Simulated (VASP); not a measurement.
# Ti (P6_3/mmc) in VASP: notebook, part 2 of 2

VASP 6.6.1. Earlier steps stand in the parts before.

## Step 3: Relaxation of cell and atoms, PBE

This run uses another cell than the first one, of 17.35 Å³/atom, 0.984 times its volume.

INCAR reads:

```
ALGO = Fast
EDIFF = 1E-7
EDIFFG = -0.002
ENCUT = 520
GGA = PE
IBRION = 2
ISIF = 3
ISMEAR = 0
LASPH = T
LCHARG = F
LREAL = F
LWAVE = F
NELM = 100
NSW = 80
PREC = Accurate
SIGMA = 0.1
```

KPOINTS reads:

```
k-points
0
Gamma
  18 18 10
```

POSCAR reads:

```
Ti                                      
1.0
    2.9365901638      0.0000000000      0.0000000000
   -1.4682950819      2.5431616812      0.0000000000
    0.0000000000     -0.0000000000      4.6460794448
  Ti            
     2
Direct
     0.3333333300000021    0.6666666699999979    0.2500000000000000
     0.6666666699999979    0.3333333300000021    0.7500000000000000
```

Potentials or basis: VASP PAW PBE potentials, release 64 (Ti_sv).

Command:

```console
cat potpaw_PBE.64/Ti_sv/POTCAR > POTCAR
mpirun -np 1 vasp_std > vasp.out
```

OUTCAR:

```text
EDIFF = 1E-7
   EDIFFG = -0.002
   ENCUT = 520
   GGA = PE
   IBRION = 2
   ISIF = 3
   ISMEAR = 0
   LASPH = T
   LREAL = F
   NELM = 100
   NSW = 80
   PREC = Accurate

 ion  position               nearest neighbor table
   1  0.333  0.667  0.250-   2 2.88   2 2.88   2 2.88   2 2.88   2 2.88   2 2.88
   2  0.667  0.333  0.750-   1 2.88   1 2.88   1 2.88   1 2.88   1 2.88   1 2.88

  LATTYP: Found a hexagonal cell.
 ALAT       =     2.9365901638
 C/A-ratio  =     1.5821341030

  Lattice vectors:

 A1 = (   2.9365901638,   0.0000000000,   0.0000000000)
 A2 = (  -1.4682950819,   2.5431616812,   0.0000000000)
 A3 = (   0.0000000000,   0.0000000000,   4.6460794448)

Analysis of symmetry for initial positions (statically):
=====================================================================
 Subroutine PRICEL returns:
 Original cell was already a primitive cell.

 Routine SETGRP: Setting up the symmetry group for a
 hexagonal supercell.

 Subroutine GETGRP returns: Found 24 space group operations
 (whereof 12 operations were pure point group operations)
 out of a pool of 24 trial point group operations.

The static configuration has the point symmetry D_3d.
 The point group associated with its full space group is D_6h.

Analysis of symmetry for dynamics (positions and initial velocities):
=====================================================================
 Subroutine PRICEL returns:
 Original cell was already a primitive cell.

 Routine SETGRP: Setting up the symmetry group for a
 hexagonal supercell.

 Subroutine GETGRP returns: Found 24 space group operations
 (whereof 12 operations were pure point group operations)
 out of a pool of 24 trial point group operations.

The dynamic configuration has the point symmetry D_3d.
[... 175 lines left out ...]
     -0.00000      1.69544      1.16152         0.000000      0.000000      0.000000
      1.46830      0.84772      3.48456        -0.000000      0.000000      0.000000
 -----------------------------------------------------------------------------------
    total drift:                               -0.000009      0.000005     -0.000000

  FREE ENERGIE OF THE ION-ELECTRON SYSTEM (eV)
  ---------------------------------------------------
  free  energy   TOTEN  =       -15.6772934815 eV

  energy  without entropy=      -15.6679047697  energy(sigma->0) =      -15.67259913

--------------------------------------- Ionic step        2  -------------------------------------------

 number of electron      24.0000001 magnetization

 Free energy of the ion-electron system (eV)
  ---------------------------------------------------
  ext. energy  EPLUGINS =         0.00000000
  ---------------------------------------------------
  free energy    TOTEN  =       -15.67729367 eV

  energy without entropy =      -15.66790804  energy(sigma->0) =      -15.67260085

 E-fermi :   8.3620     XC(G=0): -11.5043

 val. band max:        8.3513043332   @ k =   0.3333   0.1667   0.4000
 cond. band min:       8.3778954552   @ k =   0.0556   0.0000   0.5000
 fundamental gap:      0.0265911221
 Fermi energy:         8.3620004993

 k-point     1 :       0.0000    0.0000    0.0000
  band No.  band energies     occupation
      1     -48.5078      2.00000
      2     -48.3698      2.00000
      3     -25.0988      2.00000
      4     -24.4518      2.00000
      5     -24.4518      2.00000
      6     -24.3861      2.00000
[... 433 lines left out ...]
      3     -24.8949      2.00000
      4     -24.7924      2.00000
      5     -24.7765      2.00000
      6     -24.6179      2.00000
[... 8 lines left out ...]
     15       9.5232      0.00000
     16      11.4649      0.00000

 [... further k-points ...]

------------------------ aborting loop because EDIFF is reached ----------------------------------------

  FORCE on cell =-STRESS in cart. coord.  units (eV):
  Direction    XX          YY          ZZ          XY          YZ          ZX
  --------------------------------------------------------------------------------------
  -------------------------------------------------------------------------------------
  Total        0.0006405      0.0006405      0.0010010     -0.0000000      0.0000000      0.0000000
  in kB        0.0295866      0.0295866      0.0462369     -0.0000000      0.0000000      0.0000000
  external PRESSURE =       0.0351367 kB  Pullay stress =       0.0000000 kB

 VOLUME and BASIS-vectors are now :
 -----------------------------------------------------------------------------
  energy-cutoff  :      520.00
  volume of cell :       34.69
      direct lattice vectors                 reciprocal lattice vectors
     2.936271209  0.000000000  0.000000000     0.340567995  0.196627024  0.000000000
    -1.468135605  2.542885459 -0.000000000     0.000000000  0.393254048  0.000000000
     0.000000000  0.000000000  4.645590333     0.000000000  0.000000000  0.215257896

 POSITION                                       TOTAL-FORCE (eV/Angst)
 -----------------------------------------------------------------------------------
     -0.00000      1.69526      1.16140         0.000000     -0.000000      0.000000
      1.46814      0.84763      3.48419        -0.000000      0.000000      0.000000
 -----------------------------------------------------------------------------------
    total drift:                               -0.000009      0.000005     -0.000000

  FREE ENERGIE OF THE ION-ELECTRON SYSTEM (eV)
  ---------------------------------------------------
  free  energy   TOTEN  =       -15.6772936665 eV

  energy  without entropy=      -15.6679080361  energy(sigma->0) =      -15.67260085

 reached required accuracy - stopping structural energy minimisation
```

OSZICAR:

```text
N       E                     dE             d eps       ncg     rms          rms(c)
DAV:   1     0.247819551605E+03    0.24782E+03   -0.13643E+04  7104   0.187E+03
DAV:   2     0.111087801954E+02   -0.23671E+03   -0.23537E+03  7272   0.495E+02
DAV:   3    -0.165416943629E+02   -0.27650E+02   -0.27469E+02 14016   0.137E+02
[... 51 lines left out ...]
RMM:   5    -0.156772929645E+02   -0.65558E-06   -0.59451E-06  9424   0.187E-02    0.232E-03
RMM:   6    -0.156772932486E+02   -0.28410E-06   -0.19579E-06  7632   0.107E-02    0.124E-03
RMM:   7    -0.156772934442E+02   -0.19554E-06   -0.13529E-06  6397   0.715E-03    0.880E-04
RMM:   8    -0.156772936167E+02   -0.17254E-06   -0.84310E-07  5681   0.514E-03    0.552E-04
RMM:   9    -0.156772936665E+02   -0.49750E-07   -0.44556E-07  5330   0.382E-03
   2 F= -.15677294E+02 E0= -.15672601E+02  d E =-.184921E-06
```

CONTCAR:

```text
Ti
   1.00000000000000
     2.9362712094973529    0.0000000000000000    0.0000000000000000
    -1.4681356047486764    2.5428854586716372   -0.0000000000000000
     0.0000000000000000    0.0000000000000000    4.6455903328538000
  Ti
     2
Direct
     0.3333333300000021    0.6666666699999979    0.2500000000000000
     0.6666666699999979    0.3333333300000021    0.7500000000000000

  0.00000000E+00  0.00000000E+00  0.00000000E+00
  0.00000000E+00  0.00000000E+00  0.00000000E+00
```

It took 2.6 min on 1 thread of Intel Xeon 6975P-C (Granite Rapids), shared host; peak memory 0.23 GiB.

Results:

```
Free energy                            : -15.6773 eV
Relaxed volume                         : 17.34 Å³/atom
Relaxed cell                           : a = 2.936 Å, b = 2.936 Å, c = 4.646 Å, α = 90.00°, β = 90.00°, γ = 120.00°
Space group after relaxing (to 0.05 Å) : P6_3/mmc (No. 194)
Energy gained by relaxing              : 0.0 meV/atom
Ionic steps                            : 2
Pressure after relaxing                : 0.0 GPa
Band gap on the k mesh                 : none (metal or under the smearing width)
```

Final structure:
```cif
data_structure
_symmetry_space_group_name_H-M 'P 1'
_symmetry_Int_Tables_number 1
_cell_length_a 2.9363
_cell_length_b 2.9363
_cell_length_c 4.6456
_cell_angle_alpha 90.000
_cell_angle_beta 90.000
_cell_angle_gamma 120.000
_cell_volume 34.69
loop_
_atom_site_label
_atom_site_type_symbol
_atom_site_fract_x
_atom_site_fract_y
_atom_site_fract_z
_atom_site_occupancy
Ti1 Ti 0.33333 0.66667 0.25000 1
Ti2 Ti 0.66667 0.33333 0.75000 1
```

Levels at points of the mesh, in eV from the Fermi level:
```
           k point  band 10  band 11  band 12  band 13  band 14  band 15
(0.00, 0.00, 0.00)    -2.70     0.76     0.76     0.77     0.88     1.26
(0.50, 0.00, 0.00)    -2.17    -1.86    -0.64     0.46     0.62     1.17
(0.00, 0.00, 0.50)    -4.36     0.08     0.08     0.67     0.67     0.67
(0.50, 0.00, 0.50)    -2.56    -0.82    -0.82     1.32     1.32     1.72
```
